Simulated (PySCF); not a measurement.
## Structure from NMR data

Molecular formula: CHF3. Simulated spectra:

1H NMR (400 MHz, computed): δ 6.64 (q, J = 88.0 Hz, 1H).

13C{1H} NMR (computed): δ 124.4 (q, J = 349.3 Hz).

[PySCF 2.14: geometry: GFN2-xTB; GIAO PBE0/pcSseg-1 shieldings; B3LYP/pcJ-1 coupling constants; non-relativistic Hamiltonian; gas phase; fast rotation and ring inversion assumed for equivalent nuclei; a single conformation]

References, each an isolated molecule treated in the same way: TMS for 1H (σref 31.72) and 13C (σref 186.93).

What is the structure?

Results:


The formula gives 0 degrees of unsaturation. Carbon types of the structure: 1 × CH, which accounts for all hydrogens. δC 124.4: CF3 carbon; 3 electronegative neighbours deshield it. δH 6.64: hydrogen on a CF3 carbon; its carbon carries F, an electronegative neighbour.

These data were computed for fluoroform (SMILES FC(F)F).

Common functionals overestimate the size of one-bond C–F couplings by tens of Hz; these are unscaled. Splittings below 1 Hz are ignored in the labels, and close J values are merged. Shifts are as computed. Against solution values, carbons near 30 ppm lie about +3 ppm off and those near 130 ppm about +5 ppm. Of 1211 compounds with measured shifts, 218 miss one by over three times the rms of a fit or turn the order of signals round; such compounds aren't used in these exercises.
